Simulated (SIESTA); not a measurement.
Sb:

```xyz
2
Lattice="2.1542 1.2437 3.7580 -2.1542 1.2437 3.7580 0.0000 -2.4875 3.7580" Properties=species:S:1:pos:R:3 pbc="T T T"
Sb    0.0000    0.0000    8.6416
Sb    0.0000    0.0000    2.6324
```

```yaml
Program: SIESTA 5.4.2
Task: relaxation of cell and atoms
Functional: PBE
Potentials_or_basis: PseudoDojo 0.4 standard (PBE files)
Basis: DZP (energy shift 0.003 Ry; two zetas on semicore shells)
Grid_cutoff: 500 Ry
Energy_shift: 0.003 Ry
k_mesh: 8 × 8 × 8
Occupations: fermi-dirac, width 0.05 eV
Spin: no spin polarisation
```

At the start: pressure 3.6 GPa; volume 30.21 Å³/atom.

**Question.** Where does the relaxation end?

**Answer.** Over 13 steps the energy falls by 21.9 meV/atom and the volume is 31.99 Å³/atom (+5.9 %); space group R-3m (No. 166, to 0.05 Å).

Step by step:
| step | energy change (eV) | largest force (eV/Å) | pressure (GPa) | volume (Å³) |
| --- | --- | --- | --- | --- |
| 1 | 0.0000 | 0.3803 | 3.64 | 60.41 |
| 2 | -0.0046 | 0.3527 | 0.58 | 61.51 |
| 3 | -0.0196 | 0.1455 | 1.64 | 61.08 |
| 4 | -0.0319 | 0.1706 | 0.64 | 62.35 |
| 5 | -0.0378 | 0.1980 | -0.73 | 64.42 |
| 6 | -0.0379 | 0.1936 | -0.44 | 63.95 |
| 7 | 0.0862 | 1.2282 | 2.47 | 64.59 |
| 8 | -0.0433 | 0.0472 | -0.12 | 64.04 |
| 9 | -0.0432 | 0.0669 | 0.37 | 63.69 |
| 10 | -0.0436 | 0.0076 | 0.05 | 63.91 |
| 11 | -0.0438 | 0.0314 | 0.09 | 63.99 |
| 12 | -0.0437 | 0.0065 | 0.06 | 63.94 |
| 13 | -0.0438 | 0.0041 | 0.03 | 63.98 |

Final structure:
```
CELL_PARAMETERS angstrom
2.20174 1.27117 3.81001
-2.20174 1.27117 3.81001
0.00000 -2.54235 3.81001
ATOMIC_POSITIONS crystal
Sb 0.76559 0.76559 0.76559
Sb 0.23441 0.23441 0.23441
```

Caveat: the basis of atomic orbitals isn't converged, which shifts pressures, moduli and gaps.
